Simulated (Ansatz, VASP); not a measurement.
**BN: VASP beside Ansatz**

```xyz
2
Lattice="2.4084 0.0014 0.0000 1.2030 2.0864 0.0000 0.0000 0.0000 26.0000" Properties=species:S:1:pos:R:3 pbc="T T T"
B     1.8056    1.0439   13.0000
N     3.0094    1.7398   13.0000
```

Change from the starting cell: biaxial strain -0.040, atoms relaxed.

Alike in both runs: functional PBE; dispersion D3(BJ); k mesh 10 × 10 × 1; occupations gaussian, width 0.02 eV; no spin polarisation.

Ansatz relaxed the structure, and its values are those at the end. VASP's run is a single point on that final structure, the one shown.

```csv
,VASP,Ansatz
version,VASP 6.6.1,Ansatz 0.2.0
potentials or method,"VASP PAW PBE potentials, release 64 (B, N)","scalar-relativistic, plane waves, PAW"
plane-wave cutoff (eV),520,420
valence electrons in the cell,8,8
```

|  | VASP | Ansatz | Ansatz less VASP |
| --- | --- | --- | --- |
| gap on the k mesh at the Fermi level (eV) | 4.75 | 4.75 | +0.002 |
| least direct gap on the mesh (eV) | 5.37 | 5.38 | +0.003 |

Ansatz warned: «near_symmetry_operations_not_taken».
